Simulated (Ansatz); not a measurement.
# MgO: one atom moved along a line

The calculation used DFT PBEsol, scalar-relativistic, plane waves, PAW in Ansatz 0.2.0. The runs took a 420 eV cutoff, a Γ-centred 6×6×6 mesh and Gaussian smearing (0.05 eV). No spin polarisation. Energies are free energies at this smearing, counted from the undisturbed cell; pressure is positive in compression.

Zero of the scan (relaxed at this level):

```
CELL_PARAMETERS angstrom
4.21421 0.00000 0.00000
0.00000 -4.21421 0.00000
0.00000 0.00000 -4.21421
ATOMIC_POSITIONS crystal
Mg 0.00000 0.00000 0.00000
Mg 0.50000 0.50000 0.00000
Mg 0.50000 0.00000 0.50000
Mg 0.00000 0.50000 0.50000
O 0.50000 0.00000 0.00000
O 0.00000 0.50000 0.00000
O 0.00000 0.00000 0.50000
O 0.50000 0.50000 0.50000
```

Atom 5 (O) is moved by x along the Cartesian unit vector (-1.000, 0.000, 0.000); the cell and all other atoms stay fixed.

```tsv
x (Å)	ΔE (meV/cell)	force along x on the moved atoms (eV/Å)	pressure (GPa)	gap on the mesh (eV)
-0.2000	?	2.42	?	4.55
-0.1000	53.8	1.10	0.3	4.60
0.0000	0.0	0.00	0.0	4.62
0.0250	3.3	-0.27	0.0	4.62
0.0500	13.3	-0.53	0.1	4.62
0.0750	?	-0.81	?	4.61
0.1250	84.9	-1.40	0.4	4.59
0.1500	123.7	-1.71	0.6	4.58
0.1750	170.8	-2.05	0.9	4.57
```

By symmetry 0.2000 repeats -0.2000, -0.1500 repeats 0.1500, 0.1000 repeats -0.1000, -0.0500 repeats 0.0500 in energy, with the opposite slope along the path.

(1) Give the withheld values.

## Answers

(1) ΔE (meV/cell) at x (Å) = -0.2000: 226.6; pressure (GPa) at x (Å) = -0.2000: 1.2; ΔE (meV/cell) at x (Å) = 0.0750: 30.1; pressure (GPa) at x (Å) = 0.0750: 0.2.